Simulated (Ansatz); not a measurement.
# GaP (F-43m) in Ansatz: single point with B3LYP5

Aim: the single point of GaP with B3LYP5.

Program: Ansatz 0.2.0. These are calculated values, not measurements. Logs are shortened: lines on timing, memory, paths and dates and some standing lists are left out, and cuts for length are marked.

### 1 The undisturbed crystal

Symmetry: F-43m, No. 216, cubic system. The conventional cell has a = 5.451 Å, b = 5.451 Å, c = 5.451 Å, α = 90.00°, β = 90.00°, γ = 90.00°. Ga (site symmetry -43m) is surrounded by 4 P at 2.36 Å. P (site symmetry -43m) is surrounded by 4 Ga at 2.36 Å.

### 2 Single point, B3LYP5 (volume scaled by 1.04)

The input, input.yaml:

```yaml
crystal:
  lattice: { a: 5.52222533, b: 5.52222533, c: 5.52222533, alpha: 90.0, beta: 90.0, gamma: 90.0 }
  space_group: 216
  reduce_to_primitive: true
  atoms:
    - { symbol: Ga, wyckoff: "4a", position: [0.0, 0.0, 0.0] }
    - { symbol: P, wyckoff: "4c", position: [0.25, 0.25, 0.25] }
hamiltonian:
  xc: b3lyp5
  pseudopotentials: { kind: paw, source: ansatz }
kpoints:
  mp_grid: { grid: [5, 5, 5] }
scf:
  occupations: { method: fixed }
output:
  forces: true
  stress: true
  eigenvalues: true
```

Potentials or basis: Ansatz PAW earlier set.

Run with:

```bash
ansatz run input.yaml --threads 1 --pin off --max-ram 2560MiB --backend cpu --events-out ev --progress --plain --runs-dir out
```

Log:

```text
Warning: output.stress: scf.convergence.dr2_threshold = 1e-7 eV (the SCF's general default) is looser than the 2e-10 eV advised for a printed stress (1e-10 eV for each atom of the cell: 2). What an SCF threshold leaves in a stress goes as its square root, and in the free energy as the threshold itself, and one threshold admits the most on a small cell: of the crystals measured, under no hybrid functional and no lock of the moments, on runs that ended without the residual-converged pass, on stresses that held no estimate of that error, the worst erred by over 100 MPa in a component at 1e-7 eV an atom and by under 5 at 1e-10. Set scf.convergence.dr2_threshold to 2e-10 eV or tighter. The threshold is an SCF's pass mark: one that does not reach it within its budget of iterations ends unconverged, or closes short of it on a stop that the run arms, and scf.convergence.dr2_threshold's page says what that costs each kind of run
Warning: output.stress: scf.exx.energy_threshold = 1e-6 eV is looser than the 2e-8 eV advised for a stress under a hybrid functional (1e-8 eV for each atom of the cell: 2). Every SCF of the exchange loop can meet its threshold on dr2 while the loop round them stops early: no threshold on dr2 bounds what that leaves in the stress. Set scf.exx.energy_threshold to 2e-8 eV or tighter. The threshold is the loop's pass mark: a loop that does not reach it within its budget of cycles ends unconverged, and scf.exx.energy_threshold's page has the law
Warning: RAYON_NUM_THREADS=1 ignored (pool sized by the plan → 1); use --threads N
crystal.space_group: 216 is read as F-43m: the typed cell holds Ga4P4 (Ga 4a, P 4c). Least distances (Å): Ga–Ga 3.905, Ga–P 2.391, P–P 3.905
crystal.space_group generates its sites in this order, which a site index counts, at these fractional coordinates of the primitive cell where crystal.reduce_to_primitive is true, and else of the cell that is read (crystal.supercell repeats the list replica by replica, and crystal.defects acts on that): 0: Ga [0.000000, 0.000000, 0.000000]; 1: P [0.250000, 0.250000, 0.250000];
Engine: ansatz 0.2.0, aarch64-unknown-linux-gnu
Pseudopotentials: kind: paw
Pseudopotential: Ga, paw, valence charge 21, recommended cutoff 1020 eV (normal), Ga.paw.azcp
Pseudopotential: P, paw, valence charge 5, recommended cutoff 600 eV (normal), P.paw.azcp
Functional definition: B3LYP5
  parameter a0 = 0.2
  parameter ax = 0.72
  parameter ac = 0.81
  exchange = (1 - a0 - ax)*slater_x + ax*b88_x + a0*exact_x
  correlation = (1 - ac)*vwn5_c + ac*lyp_c
davidson cushion auto → on  (no smearing: the cushion is to keep the highest requested band from converging to the state above it; pin scf.eigensolver.cushion to override)
Crystal: 2 atoms, lattice volume = 42.100 Å³
Basis set: ecut = 1020 eV, 3119 PW (Γ), exchange–correlation on 96×96×96 points (8 copies of the dense FFT grid, shifted against one another)
Bands: 17, of which v1, the nominal top of the filled ones, is band 13 counted from 1 (12 counted from 0)
Symmetry: 24 space group operations
Space group: F-43m (ITA 216), of the structure as read, at distance tolerance 3.5e-5 Å
k-points: 10 of 125 (time reversal used)
Non-local potential: Ga, projectors of the file, l = 0: 3, l = 1: 3, l = 2: 3, l = 3: 2
Non-local potential: P, projectors of the file, l = 0: 2, l = 1: 2, l = 2: 1
PAW form: soft (Blöchl's): semilocal exchange-correlation on the pseudo side does not see the compensation charge
PAW frozen core: Ga, regenerated for the run's functional, and the local potential with it (the file was generated under x = pbe(κ = 0.804, μ = 0.2195149727645171), c = pbe(β = 0.06672455060314922))
PAW frozen core: P, regenerated for the run's functional, and the local potential with it (the file was generated under x = pbe(κ = 0.804, μ = 0.2195149727645171), c = pbe(β = 0.06672455060314922))
PAW one-centre angular grid: Ga, 590 points (default); XC on 64 Gauss nodes
PAW one-centre angular grid: P, 110 points (default); XC on 64 Gauss nodes
Initial density: superposition of atomic densities (chi_scale 0.1, normalization cell, long waves kept (reshape's long-wave potential 0.00 eV rms))
Initial wavefunctions: pseudopotential atomic-orbital guess
Functional: x = 0.1 slater + 0.9 b88, c = 0.19 vwn5 + 0.81 lyp, warm-up for x = 0.08 slater + 0.72 b88 + 0.2 exact, c = 0.19 vwn5 + 0.81 lyp
SCF iter   1: F=—  HF=-9177.037300 eV  |F-HF|=—  |Δ(HF+E_count)|=         —  Δρ=3.77e-2  dr2=7.76e-1  ethr=1.00e-1  ⟨swp⟩=5.2  Hψ=505  notcnv=0
preconditioner: auto → none  [insulator: Δε(μ)=1.496 eV  Ē_g=15.398 eV  n_scr=14 (ndim 8)  ℏωp=24.3 eV  f_vac=0.000]
SCF iter   2: F=—  HF=-9176.931096 eV  |F-HF|=—  |Δ(HF+E_count)|=   1.06e-1  Δρ=1.79e-2  dr2=1.03e-1  ethr=2.98e-3  ⟨swp⟩=3.9  Hψ=473  notcnv=0  defer=4
SCF iter   3: F=—  HF=-9176.925511 eV  |F-HF|=—  |Δ(HF+E_count)|=   5.58e-3  Δρ=7.98e-3  dr2=1.65e-2  ethr=3.97e-4  ⟨swp⟩=3.2  Hψ=434  notcnv=0
SCF iter   4: F=—  HF=-9176.925581 eV  |F-HF|=—  |Δ(HF+E_count)|=   7.02e-5  Δρ=4.82e-3  dr2=2.59e-3  ethr=6.36e-5  ⟨swp⟩=4.0  Hψ=477  notcnv=0
iter 5 solved again at ethr=3.08e-7 eV; its pass at ethr=9.98e-6 eV (dr2=8.01e-5 eV) is discarded
SCF iter   5: F=-9176.924824 eV  HF=-9176.924839 eV  |F-HF|=1.48e-5  |Δ(HF+E_count)|=   7.42e-4  Δρ=5.39e-4  dr2=8.03e-5  ethr=3.08e-7  ⟨swp⟩=3.2  Hψ=888  notcnv=0
SCF 1 stopped early in 5 iterations: F = -9176.924824 eV  dr2 = 8.03e-5
Initial density: handed on by an earlier stage of this run
Initial wavefunctions: those handed on with the density
Functional: x = 0.08 slater + 0.72 b88 + 0.2 exact, c = 0.19 vwn5 + 0.81 lyp
Frozen-core exchange: fock
SCF iter   1: F=—  HF=-9178.722809 eV  |F-HF|=—  |Δ(HF+E_count)|=         —  Δρ=1.38e-2  dr2=3.19e-2  ethr=3.09e-6  ⟨swp⟩=7.0  Hψ=893  notcnv=0
preconditioner: auto → none  [insulator: Δε(μ)=2.573 eV  Ē_g=18.295 eV  n_scr=14 (ndim 8)  ℏωp=24.3 eV  f_vac=0.081]
SCF iter   2: F=—  HF=-9178.715263 eV  |F-HF|=—  |Δ(HF+E_count)|=   7.55e-3  Δρ=4.72e-3  dr2=3.10e-3  ethr=3.09e-6  ⟨swp⟩=4.0  Hψ=690  notcnv=0
SCF iter   3: F=—  HF=-9178.720344 eV  |F-HF|=—  |Δ(HF+E_count)|=   5.08e-3  Δρ=2.00e-3  dr2=8.73e-4  ethr=3.09e-6  ⟨swp⟩=4.0  Hψ=592  notcnv=0
SCF iter   4: F=—  HF=-9178.720169 eV  |F-HF|=—  |Δ(HF+E_count)|=   1.75e-4  Δρ=1.10e-3  dr2=2.89e-4  ethr=3.07e-6  ⟨swp⟩=2.0  Hψ=380  notcnv=0
SCF iter   5: F=—  HF=-9178.720116 eV  |F-HF|=—  |Δ(HF+E_count)|=   5.25e-5  Δρ=2.18e-4  dr2=2.32e-5  ethr=8.23e-7  ⟨swp⟩=2.3  Hψ=383  notcnv=0
SCF iter   6: F=—  HF=-9178.720322 eV  |F-HF|=—  |Δ(HF+E_count)|=   2.05e-4  Δρ=4.18e-4  dr2=2.12e-5  ethr=2.97e-8  ⟨swp⟩=4.4  Hψ=632  notcnv=0
SCF iter   7: F=-9178.720314 eV  HF=-9178.720314 eV  |F-HF|=6.03e-8  |Δ(HF+E_count)|=   7.69e-6  Δρ=2.37e-5  dr2=2.25e-7  ethr=2.97e-8  ⟨swp⟩=4.0  Hψ=533  notcnv=0
SCF 2 stopped early in 7 iterations: F = -9178.720314 eV  dr2 = 2.25e-7
hybrid outer 1: dexx = +6.929e-3 eV, tail = 5.81e-6 eV
Frozen-core exchange: fock
SCF iter   1: F=—  HF=-9178.720210 eV  |F-HF|=—  |Δ(HF+E_count)|=         —  Δρ=6.12e-5  dr2=4.56e-7  ethr=1.12e-7  ⟨swp⟩=2.4  Hψ=384  notcnv=0
preconditioner: auto → none  [insulator: Δε(μ)=2.648 eV  Ē_g=18.156 eV  n_scr=14 (ndim 8)  ℏωp=24.3 eV  f_vac=0.082]
SCF iter   2: F=—  HF=-9178.720210 eV  |F-HF|=—  |Δ(HF+E_count)|=   9.24e-9  Δρ=1.60e-5  dr2=5.23e-8  ethr=1.57e-9  ⟨swp⟩=4.0  Hψ=549  notcnv=0
SCF iter   3: F=—  HF=-9178.720210 eV  |F-HF|=—  |Δ(HF+E_count)|=   5.55e-8  Δρ=9.16e-6  dr2=1.36e-8  ethr=1.68e-10  ⟨swp⟩=3.6  Hψ=452  notcnv=0  defer=1
SCF iter   4: F=-9178.720210 eV  HF=-9178.720210 eV  |F-HF|=6.00e-11  |Δ(HF+E_count)|=   4.43e-9  Δρ=1.06e-6  dr2=3.23e-10  ethr=4.88e-11  ⟨swp⟩=3.9  Hψ=446  notcnv=0
SCF 3 converged in 4 iterations: F = -9178.720210 eV  dr2 = 3.23e-10
  Residual-converged pass: ⟨swp⟩=2.9  Hψ=439  notcnv=0  max |occ|·‖R‖ = 2.3e-6 eV (tolerance 2.4e-6 eV)  dr2=3.31e-10  dr2_onsite=3.83e-11  max |Δocc| = 0.0e0
hybrid outer 2: dexx = +6.968e-8 eV, tail = 1.08e-9 eV, Δε = 2.08e-3 eV (about 4.46e-5 eV left of the loop's levels)
hybrid SCF converged: 2 outer / 11 inner (+5 warm-up), last move |dexx| = 6.97e-8 eV, tail = 1.08e-9 eV
Stability not checked: this state was not tested for a lower state beside it, because the functional holds exact exchange (a hybrid, or Hartree-Fock), whose exchange loop this test does not read (fock_operator; see scf.lower_state_search)
Free energy (F): -9178.720210 eV
Frozen-core exchange: fock
Harris-Foulkes:  -9178.720210 eV  (|F-HF|=6.00e-11)
Internal energy: -9178.720210 eV  (E = F + TS)
E sigma→0 (E₀):  -9178.720210 eV
Fermi energy:    7.040233 eV
--- Per-component energies (eV) ---
  E_band       = -915.845788
  E_kinetic    = 855.558102
  E_local      = -9762.738142  (includes V_loc(G=0)·N_el)
  E_nonlocal   = 1830.331541
  E_hartree    = 3774.772832
  E_xc         = -212.076695
  E_vxc        = -217.711190  (∫ρ·V_xc dr)
  E_exx        = -122.310570  (= α·E_x^exact, valence–valence)
  E_paw        = -2536.890796  (= ΣΔE_a)
  E_vpaw       = -926.210552  (= ΣTr[D̂ρ^β])
  E_aug_tail   = 0.000415  (compensation charges beyond the density's cutoff)
  E_ewald      = -3005.173974
  E_core_change = -0.192926  (= ΣΔE_core)
  E_smearing   = -0.000000  (= −TS)
  E_closure    = 0.000003  (closes the sum)
  Σ components = -9178.720210   (vs F -9178.720210, Δ=1.82e-12)
--- Forces (eV/Å), atoms counted from 1 ---
  atom   1  Ga     0.00000000    -0.00000000    -0.00000000
  atom   2  P     -0.00000000     0.00000000     0.00000000
  max |Σ_I F_I| component: 3.70e-17 eV/Å
--- Stress (GPa, compression-positive) ---
        0.632061      -0.000000       0.000000
       -0.000000       0.632061      -0.000000
        0.000000      -0.000000       0.632061
  P = ⅓ Tr σ = 0.6321 GPa (6.321 kbar)
--- Band table (eV; the first three rows and the last of 10) ---
  k-point 0: bands = ["-141.9583", "-91.4796", "-91.4796", "-91.4796", "-9.6673", "-9.6673", "-9.6673", "-9.5780", "-9.5780", "-6.2436", "7.0402", "7.0402", "7.0402", "9.6886", "12.2309", "12.2309", "12.2309"]
  k-point 1: bands = ["-141.9583", "-91.4796", "-91.4796", "-91.4796", "-9.6849", "-9.6589", "-9.6589", "-9.5778", "-9.5778", "-5.7374", "3.9057", "6.5551", "6.5551", "10.4046", "12.9381", "12.9381", "13.7723"]
  k-point 2: bands = ["-141.9583", "-91.4796", "-91.4796", "-91.4795", "-9.7122", "-9.6480", "-9.6480", "-9.5744", "-9.5744", "-4.5267", "0.6973", "5.9812", "5.9812", "9.8503", "13.1712", "13.1712", "16.6091"]
  k-point 9: bands = ["-141.9583", "-91.4796", "-91.4796", "-91.4795", "-9.7298", "-9.6372", "-9.6230", "-9.5896", "-9.5706", "-3.5812", "0.4558", "3.3743", "4.3588", "12.3444", "12.8553", "13.7625", "16.9490"]
```

It took 2.7 min on 1 thread of Arm Neoverse V1, shared host; peak memory 2 GiB.

Results:

```
Free energy            : -9178.7202 eV
Pressure               : 0.6 GPa
Band gap on the k mesh : 2.65 eV, direct
```

Levels at points of the mesh, in eV from the valence-band top:
```tsv
k point	band 9	band 10	band 11	band 12	band 13	band 14	band 15	band 16	band 17
(0.00, 0.00, 0.00)	-16.62	-13.28	0.00	0.00	0.00	2.65	5.19	5.19	5.19
```

Caveat: odd divisions of the mesh miss points on the zone boundary, where band edges often lie, so the gap on the mesh can be too wide; the PAW data sets come from PBE, with cores solved anew for the run's functional, which leaves a small shift of forces and pressure; the thresholds are loose for stress. A k mesh can miss the band edges.
